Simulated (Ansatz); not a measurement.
Set up this calculation in Ansatz 0.2.0, as the native input.

| Item | Value |
| --- | --- |
| Task | relaxation of cell and atoms |
| Functional | PBEsol |
| Potentials or basis | Ansatz PAW |
| Cutoff | 420 eV (not typed: the program's choice for these potentials) |
| k mesh | 11 × 11 × 6 |
| Occupations | fermi-dirac, width 0.05 eV |
| Spin | no spin polarisation |
| Target pressure | 2 GPa |
| Target pressure (GPa) | 2 |

TiAl:

```
Ti Al
1.0
     2.86726    0.00000    0.00000
    -1.43363    2.48312    0.00000
     0.00000    0.00000    4.67808
Ti Al
1 1
Direct
  0.00000 0.00000 0.00000
  0.33333 0.66667 0.50000
```

The cell comes from a database or a generator and needn't be the stable form of this composition.

The input as run:

input.yaml

```yaml
crystal:
  lattice:
    - [2.8672622327, 0.0, 0.0]
    - [-1.4336311163, 2.4831219328, 0.0]
    - [0.0, 0.0, 4.678083]
  atoms:
    - { symbol: Ti, position: [0.0, 0.0, 0.0] }
    - { symbol: Al, position: [0.3333333333, 0.6666666667, 0.5] }
hamiltonian:
  xc: pbesol
  pseudopotentials: { kind: paw }
kpoints:
  mp_grid: { grid: [11, 11, 6] }
scf:
  occupations: { method: fermi_dirac, width: 0.05 }
output:
  forces: true
  stress: true
  eigenvalues: true
relax:
  f_tol: 0.01
  max_steps: 40
  cell: { stress_tol: 0.05, p_target: 2.0 }
```

Potentials or basis: Ansatz PAW.

Command:

```console
$ ansatz run input.yaml --threads 2 --pin off --max-ram 5632MiB --backend cpu --events-out ev --progress --plain --runs-dir out
```

Results of the run:

- Relaxed volume: 15.95 Å³/atom
- Relaxed cell: a = 2.832 Å, b = 2.832 Å, c = 4.594 Å, α = 90.00°, β = 90.00°, γ = 120.00°
- Space group after relaxing (to 0.05 Å): P-6m2 (No. 187)
- Energy change on relaxing (the enthalpy is what falls): -2.6 meV/atom
- Ionic steps: 5
- Pressure after relaxing: 2.0 GPa
- Band gap on the k mesh: none (metal or under the smearing width)

Caveat: the plane-wave basis is chosen anew once the cell has moved, so the energies of steps on either side of that aren't comparable; the PAW data sets come from PBE, with cores solved anew for the run's functional, which leaves a small shift of forces and pressure.

It took 8.1 s on 2 threads of Arm Neoverse V1 (shared host), peak memory 0.33 GiB.
